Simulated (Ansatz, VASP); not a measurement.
Pd in VASP and in Ansatz

```
Pd
1.0
     0.00000    1.78931    1.78931
     1.78931    0.00000    1.78931
     1.78931    1.78931    0.00000
Pd
1
Direct
  0.00000 0.00000 0.00000
```

Change from the starting cell: strain -0.080 along x and y, -0.080 along z, atoms carried along.

Alike in both runs: task single point; functional LDA; k mesh 20 × 20 × 20; occupations gaussian, width 0.15 eV; no spin polarisation.

|  | VASP | Ansatz |
| --- | --- | --- |
| version | VASP 6.6.1 | Ansatz 0.2.0 |
| potentials or method | VASP PAW LDA potentials, release 64 (Pd) | scalar-relativistic, plane waves, PAW |
| plane-wave cutoff (eV) | 520 | 420 |
| valence electrons in the cell | 10 | 18 |

```tsv
	VASP	Ansatz	Ansatz less VASP
gap on the k mesh at the Fermi level (eV)	none	none	-
pressure (GPa)	84.5	83.7	-0.79
```

A gap of «none» marks a metal or a gap that the smearing closes. The two sets of potentials don't hold the same shells in valence.

Caveats: the cell as given lies far from equilibrium; so large a pressure means that the cell lies far from this level's equilibrium, or that cutoff or potentials fall short (VASP).
